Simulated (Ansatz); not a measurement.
**Sb monolayer under uniaxial strain along the armchair direction, normal to a, with the width clamped**

Aim: how do the optical modes of Sb monolayer shift and split under this strain?

Calculated with Ansatz 0.2.0; DFT PBE, scalar-relativistic, plane waves, PAW; PAW set soft_1.

Most raw output is cut from this account.

## Step 1: The structure

The cell holds 2 atoms: 2 Sb. Cell: a = 4.120 Å, b = 4.120 Å, c = 27.080 Å, α = 90.0°, β = 90.0°, γ = 120.0°. Vacuum lies along c. The height across the vacuum is the one that the program set for its solve, not the one typed.

## Step 2: Relaxation

Harmonic phonons are second derivatives at a point where the forces vanish, and they are wanted at zero stress, so atoms and cell are relaxed first. The program lengthens the typed cell of 20.0 Å along the normal to 27.1 Å, as its cut-off of the electrostatics needs, and moves no atom.

The input, input.yaml:

```yaml
crystal:
  lattice:
    - [4.12, 0.0, 0.0]
    - [-2.06, 3.56802, 0.0]
    - [0.0, 0.0, 20.0]
  atoms:
    - { symbol: Sb, position: [0.333333, 0.666667, 0.541] }
    - { symbol: Sb, position: [0.666667, 0.333333, 0.459] }
  periodic: [true, true, false]
kpoints:
  mp_grid: { grid: [9, 9, 1] }
hamiltonian:
  xc: pbe
  pseudopotentials: { kind: paw, azcp: { folder: soft_1 } }
scf:
  occupations: { method: gaussian, width: 0.02 }
output:
  forces: true
  stress: true
  eigenvalues: true
  write_density: true
  write_potential: true
  elf: true
  volumetric_format: npy
relax:
  adjacent_minimum: "off"
  f_tol: 0.005
  max_steps: 80
  cell: { stress_2d_tol: 0.02 }
```

On the command line:

```console
> ansatz run input.yaml --threads 4 --pin off --max-ram 16384MiB --backend cpu --events-out ev --progress --plain --runs-dir out
```

Run time: 7.7 s. Hardware: 4 threads of Arm Neoverse V1, shared host; peak memory 0.66 GiB.

Little changed from the start: no atom moved by 0.005 Å and no cell edge by 0.1 %.

This step gave:

```
gap on the k-mesh : 1.310 eV
area per atom     : 7.357 Å²
```

Electrostatic potential energy in the ac plane at fractional y = 0.333, with atoms of Sb within 0.2 Å of it. With pseudopotentials it is smooth inside the atoms' cores, unlike the true potential.

Ten even steps from '_' (-19 eV) to '@' (0 eV), each cell a mean:
```
@@@@@@@@@@@@@@@@@@@@@@@@@@@@
@@@@@@@@@@@@@@@@@@@@@@@@@@@@
@@@@@@@@@@@@@@@@@@@@@@@@@@@@
@@@@@@@@@@@@@@@@@@@@@@@@@@@@
@@@@@@@@@@@@@@@@@@@@@@@@@@@@
@@@@@@@@@@@@@@@@@@@@@@@@@@@@
@@@@@@@@@@@@@@@@@@@@@@@@@@@@
@@@@@@@@@@@@@@@@@@@@@@@@@@@@
@@@@@@@@@@@@@@@@@@@@@@@@@@@@
@@@@@@@@@@@@@@@@@@@@@@@@@@@@
@@@@@@@@@@@@@@@@@@@@@@@@@@@@
@@@@@@@@@@@@@@@@@@@@@@@@@@@@
@@@@@@@@@@@@@@@@@@@@@@@@@@@@
%%%%##%%%%%%@@@@@@@@@@@@@@@@
****++++**######********####
##%%%%%%##**..____________==
%%@@@@@@%%##==--......::==**
@@@@@@@@@@@@@@@@@@@@@@@@@@@@
@@@@@@@@@@@@@@@@@@@@@@@@@@@@
@@@@@@@@@@@@@@@@@@@@@@@@@@@@
@@@@@@@@@@@@@@@@@@@@@@@@@@@@
@@@@@@@@@@@@@@@@@@@@@@@@@@@@
@@@@@@@@@@@@@@@@@@@@@@@@@@@@
@@@@@@@@@@@@@@@@@@@@@@@@@@@@
```
Columns run along a (4.1 Å; values clipped at the 3rd and 97th percentile), rows up along c (27.1 Å). Atoms in or near the plane, at fractional coordinates: Sb at (0.67, 0.34).

ELF in the ac plane at fractional y = 0.333, with atoms of Sb within 0.2 Å of it. It is the smooth field of the valence electrons, not physical close to the nuclei.

Ten even steps from '_' (0.00) to '@' (0.78), each cell a mean:
```
____________________________
____________________________
____________________________
____________________________
____________________________
____________________________
____________________________
____________________________
____________________________
____________________________
____________________________
____________________________
::--====::..______________..
**##%%%%##++::..________::==
****++++****++==------==++**
**==--==****++--......::==**
++::__..==##%%##++++++**##%%
::______..==##%%@@@@@@@@##++
____________....::--::::..__
____________________________
____________________________
____________________________
____________________________
____________________________
```
Columns run along a (4.1 Å), rows up along c (27.1 Å). Atoms in or near the plane, at fractional coordinates: Sb at (0.67, 0.34).

Valence density in the ac plane at fractional y = 0.333, with atoms of Sb within 0.2 Å of it. It is the smooth field of the valence electrons, not physical close to the nuclei.

Ten steps, logarithmic in the rise over the least value, from '0' (0.00 × 1e0 e/Å³) to '9' (8.96 × 1e0 e/Å³), each cell a mean:
```
00000000000000
00000000000000
00000000000000
00000000000000
00000000000000
00000000000000
00000000000000
00000000000000
00000000000000
00000000000000
00000000000000
00000000000000
00000000000000
11111100000001
22222222222222
21112246999743
10001134677532
00000000010000
00000000000000
00000000000000
00000000000000
00000000000000
00000000000000
00000000000000
```
Columns run along a (4.1 Å), rows up along c (27.1 Å). Atoms in or near the plane, at fractional coordinates: Sb at (0.67, 0.34).

## Step 3: Tight relaxation

Phonons need small forces and stress, so the relaxation is finished with tight tolerances on 9×9×1 k points.

The input, input.yaml:

```yaml
crystal:
  lattice:
    - [4.1219981202, 0.0, 0.0]
    - [-2.0609990601, 3.5697550865, 0.0]
    - [0.0, 0.0, 27.08]
  atoms:
    - { symbol: Sb, position: [0.3333333333, 0.6666666667, 0.399442123] }
    - { symbol: Sb, position: [0.6666666667, 0.3333333333, 0.3391103142] }
  periodic: [true, true, false]
kpoints:
  mp_grid: { grid: [9, 9, 1] }
hamiltonian:
  xc: pbe
  pseudopotentials: { kind: paw, azcp: { folder: soft_1 } }
scf:
  occupations: { method: fixed }
output:
  forces: true
  stress: true
  eigenvalues: true
relax:
  adjacent_minimum: "off"
  f_tol: 0.001
  max_steps: 60
  cell: { stress_2d_tol: 0.002 }
```

Run time: 8.2 s. Hardware: 4 threads; peak memory 0.66 GiB; 30 s of CPU time.

Little changed from the start: no atom moved by 0.005 Å and no cell edge by 0.1 %.

Numbers from this step:

```
gap on the k-mesh : 1.313 eV
area per atom     : 7.362 Å²
```

The largest force component left is 0.70 meV/Å, within the tolerances set.

## Step 4: Zone-centre response at rest

Phonons follow from the second derivative of the energy, found here by linear response.

The modes at rest are the reference of the series.

input.yaml, the sections that differ from step 3:

```yaml
crystal:
  lattice:
    - [4.1232575468, 0.0, 0.0]
    - [-2.0616287734, 3.5708457818, 0.0]
    - [0.0, 0.0, 27.08]
  atoms:
    - { symbol: Sb, position: [0.3333333333, 0.6666666667, 0.3994369938] }
    - { symbol: Sb, position: [0.6666666667, 0.3333333333, 0.3391154434] }
  periodic: [true, true, false]
output:
  eigenvalues: true
phonons:
  method: dfpt
# kpoints, hamiltonian, scf: as in step 3
# relax: removed
```

Run time: 27 s. Hardware: 4 threads; peak memory 1.1 GiB; 1.7 min of CPU time.

Numbers from this step:

```yaml
sum_rule_residual_before_enforcement: 1.36e-4 eV/Å²
point_group: -3m
highest_optical_mode_at_the_zone_centre_no_lo_to_term: 198.3 cm⁻¹
lowest_optical_zone_centre_mode: 158.9 cm⁻¹
```

Patterns of degenerate modes are one choice out of their space. Modes at Γ:

```
mode  frequency (cm⁻¹)  symmetry
   1               0.0  acoustic
   2               0.0  acoustic
   3               0.0  acoustic
   4             158.9        Eg
   5             158.9        Eg
   6             198.3       A1g
```

Displacements in mode 4 (158.9 cm⁻¹), the largest set to 1:
```
Sb1  1.00  0.00  0.00
Sb2 -1.00  0.00  0.00
```

Displacements in mode 6 (198.3 cm⁻¹), the largest set to 1:
```
Sb1  0.00  0.00  1.00
Sb2  0.00  0.00 -1.00
```

Before it was imposed, the acoustic sum rule was missed by 1.4e-4 eV/Å². Small misses are needed for a sound result but don't prove that mesh and cutoff are converged. The lowest optical mode is real, 159 cm⁻¹.

## Step 5: Relaxation of a member: uniaxial strain of +5 % along the armchair direction, normal to a, with the width clamped

The cell takes a uniaxial strain of +5 % along the armchair direction, normal to a, with the width clamped. The cell is held, and the atoms relax in it.

The input, input.yaml:

```yaml
crystal:
  lattice:
    - [4.1232575468, 0.0, 0.0]
    - [-2.0616287734, 3.7493880709, 0.0]
    - [0.0, 0.0, 27.08]
  atoms:
    - { symbol: Sb, position: [0.3349133255, 0.6698266511, 0.3988892315] }
    - { symbol: Sb, position: [0.6650866745, 0.3301733489, 0.3396632057] }
  periodic: [true, true, false]
kpoints:
  mp_grid: { grid: [9, 9, 1] }
hamiltonian:
  xc: pbe
  pseudopotentials: { kind: paw, azcp: { folder: soft_1 } }
scf:
  occupations: { method: gaussian, width: 0.02 }
output:
  forces: true
  stress: true
  eigenvalues: true
relax:
  adjacent_minimum: "off"
  f_tol: 0.001
  max_steps: 60
```

Wall time 14 s (4 threads); peak memory 0.7 GiB.

Hardly anything moved in the relaxation; the energy changed by under 0.2 meV an atom.

Numbers from this step:

```
gap on the k-mesh : 1.209 eV
area per atom     : 7.73 Å²
```

The largest force component left is 0.22 meV/Å.

## Step 6: Zone-centre modes of the member: uniaxial strain of +5 % along the armchair direction, normal to a, with the width clamped

The zone-centre modes follow for uniaxial strain of +5 % along the armchair direction, normal to a, with the width clamped.

input.yaml, the sections that differ from step 5:

```yaml
crystal:
  lattice:
    - [4.1232575468, 0.0, 0.0]
    - [-2.0616287734, 3.7493880709, 0.0]
    - [0.0, 0.0, 27.08]
  atoms:
    - { symbol: Sb, position: [0.3352227825, 0.670445565, 0.3987540658] }
    - { symbol: Sb, position: [0.6647772175, 0.329554435, 0.3397983714] }
  periodic: [true, true, false]
scf:
  occupations: { method: fixed }
output:
  eigenvalues: true
phonons:
  method: dfpt
# kpoints, hamiltonian: as in step 5
# relax: removed
```

It took 40 s on 4 threads; peak memory 1.2 GiB.

This step gave:

| Quantity | Value |
| --- | --- |
| sum-rule residual before enforcement | 1.34e-4 eV/Å² |
| point group | 2/m |
| highest optical mode at the zone centre (no LO-TO term) | 192.0 cm⁻¹ |
| lowest optical zone-centre mode | 151.2 cm⁻¹ |

Patterns of degenerate modes are one choice out of their space. Modes at Γ:

| mode | frequency (cm⁻¹) | symmetry |
| --- | --- | --- |
| 1 | 0.0 | acoustic |
| 2 | 0.0 | acoustic |
| 3 | 0.0 | acoustic |
| 4 | 151.2 | Ag |
| 5 | 156.5 | Bg |
| 6 | 192.0 | Ag |

The lowest optical mode is real, 151 cm⁻¹, and the highest lies at 192.0 cm⁻¹.

For the highest optical mode at the zone centre (no LO-TO term), step 4 gave 198 cm⁻¹; this run, with strain 5 %, gives 192 cm⁻¹ (-3 %).

## Step 7: A member of the series: uniaxial strain of -3 % along the armchair direction, normal to a, with the width clamped

The cell takes a uniaxial strain of -3 % along the armchair direction, normal to a, with the width clamped. The cell is held, and the atoms relax in it.

input.yaml, the sections that differ from step 6:

```yaml
crystal:
  lattice:
    - [4.1232575468, 0.0, 0.0]
    - [-2.0616287734, 3.4637204084, 0.0]
    - [0.0, 0.0, 27.08]
  atoms:
    - { symbol: Sb, position: [0.3323443661, 0.6646887321, 0.3997101822] }
    - { symbol: Sb, position: [0.6676556339, 0.3353112679, 0.338842255] }
  periodic: [true, true, false]
scf:
  occupations: { method: gaussian, width: 0.02 }
output:
  forces: true
  stress: true
  eigenvalues: true
relax:
  adjacent_minimum: "off"
  f_tol: 0.001
  max_steps: 60
# kpoints, hamiltonian: as in step 6
# phonons: removed
```

It took 13 s on 4 threads; peak memory 0.68 GiB; 47 s of CPU time.

The steps of the relaxation:

```
step  energy less that of the first step (eV)  largest force component (eV/Å)
   1                                   0.0000                          0.0702
   2                                   0.0009                          0.1455
   3                                  -0.0004                          0.0025
   4                                  -0.0004                          0.0003
```

Relaxation step 2 was tried and not accepted.

Forces are held to the 4 operations that the run works with; a distortion that breaks them can't arise in this run.

Final coordinates:

```xyz
2
Lattice="4.1233 0.0000 0.0000 -2.0616 3.4637 0.0000 0.0000 0.0000 27.0800" Properties=species:S:1:pos:R:3
Sb    0.0000    2.2985   10.8279
Sb    2.0616    1.1652    9.1721
```

This step gave:

```
gap on the k-mesh : 0.9040 eV
area per atom     : 7.141 Å²
```

The largest force component left is 0.34 meV/Å.

## Step 8: Zone-centre modes of the member: uniaxial strain of -3 % along the armchair direction, normal to a, with the width clamped

The zone-centre modes follow for uniaxial strain of -3 % along the armchair direction, normal to a, with the width clamped.

input.yaml, the sections that differ from step 7:

```yaml
crystal:
  lattice:
    - [4.1232575468, 0.0, 0.0]
    - [-2.0616287734, 3.4637204084, 0.0]
    - [0.0, 0.0, 27.08]
  atoms:
    - { symbol: Sb, position: [0.3317936473, 0.6635872946, 0.3998473339] }
    - { symbol: Sb, position: [0.6682063527, 0.3364127054, 0.3387051033] }
  periodic: [true, true, false]
scf:
  occupations: { method: fixed }
output:
  eigenvalues: true
phonons:
  method: dfpt
# kpoints, hamiltonian: as in step 7
# relax: removed
```

It took 36 s on 4 threads; peak memory 1.1 GiB; 2.2 min of CPU time.

Numbers from this step:

```yaml
sum_rule_residual_before_enforcement: 1.02e-4 eV/Å²
highest_optical_mode_at_the_zone_centre_no_lo_to_term: 202.3 cm⁻¹
lowest_optical_zone_centre_mode: 160.2 cm⁻¹
```

Patterns of degenerate modes are one choice out of their space. Modes at Γ:

```csv
mode,frequency (cm⁻¹),symmetry
1,0.0,acoustic
2,0.0,acoustic
3,0.0,acoustic
4,160.2,Bg
5,162.1,Ag
6,202.3,Ag
```

The lowest optical mode is real, 160 cm⁻¹, and the highest lies at 202.3 cm⁻¹.

## Step 9: The series together

The members are set side by side, also those not shown above.

Energies are extrapolated to zero smearing, and E0 is that at rest; the cell is clamped and the atoms are relaxed. State of the crystal along the series:

```csv
strain (%),E - E0 (meV/atom),gap on mesh (eV)
-3,6.976,0.904
-2,3.047,1.044
-1,0.7468,1.181
0,0,1.313
1,0.7289,1.304
2,2.864,1.293
3,6.333,1.282
4,11.07,1.269
5,17,1.209
```

Optical modes are counted from below at rest and tracked from member to member by their patterns, and modes that stay within 0.3 cm⁻¹ of each other stand once; labels, where given, are those at rest, then, where named, those of the strained cell; the cell is clamped and the atoms are relaxed. Optical modes along the series:

```
strain (%)  optical mode 1 Eg to Ag single part (cm⁻¹)  optical mode 2 Eg to Bg single part (cm⁻¹)  optical mode 3 A1g to Ag (cm⁻¹)
        -3                                       162.1                                       160.2                            202.3
        -2                                       161.2                                       159.8                              201
        -1                                       160.1                                       159.4                            199.7
         0                                       158.9                                       158.9                            198.3
         1                                       157.7                                       158.5                            197.1
         2                                       156.3                                         158                            195.8
         3                                       154.7                                       157.5                            194.5
         4                                         153                                         157                            193.2
         5                                       151.2                                       156.5                              192
```

Value and slope at zero strain of a cubic (a lower polynomial where under five rows exist) through the rows within 2 % of rest. Slopes at rest:

| mode | frequency (cm⁻¹) | shift per percent of strain (cm⁻¹) |
| --- | --- | --- |
| optical mode 1 Eg to Ag single part | 158.9 | -1.23 |
| optical mode 2 Eg to Bg single part | 159 | -0.43 |
| optical mode 3 A1g to Ag | 198.4 | -1.3 |

## Step 10: What came out

```
members                                                          : 9
highest optical mode at the zone centre (no LO-TO term), at rest : 198.3 cm⁻¹
optical mode 1 Eg to Ag single part, shift per percent           : -1.23 cm⁻¹
optical mode 2 Eg to Bg single part, shift per percent           : -0.43 cm⁻¹
optical mode 3 A1g to Ag, shift per percent                      : -1.30 cm⁻¹
```

What this shows: The strain lowers the symmetry: the level at 158.9 cm⁻¹ splits, into 151.2 and 156.5 cm⁻¹ at +5 %. The fastest shift in the table of slopes is -1.3 cm⁻¹ for each percent (optical mode 3 A1g to Ag). The width is clamped, so the contraction across the strain that a free sheet shows is left out. These are harmonic frequencies at zero temperature: anharmonic shifts, linewidths and thermal expansion are left out. Spin-orbit coupling is left out, which can matter for the heavy elements here. The starting cell was built on a prototype and not taken from a measurement. Only the zone centre was solved, so an instability at another wavevector cannot show here. In a sheet the LO-TO splitting vanishes at the zone centre, so no such term is missing here.

[Logs are printed without paths, hosts, clocks, repeated set-up lines and the standing remarks that a program may print on its own settings, such as how far it seeks lower states.]

[Hosts, paths, dates, database ids (printed as entryN), source tags and the programs' standing remarks are cut or masked in the printed files.]
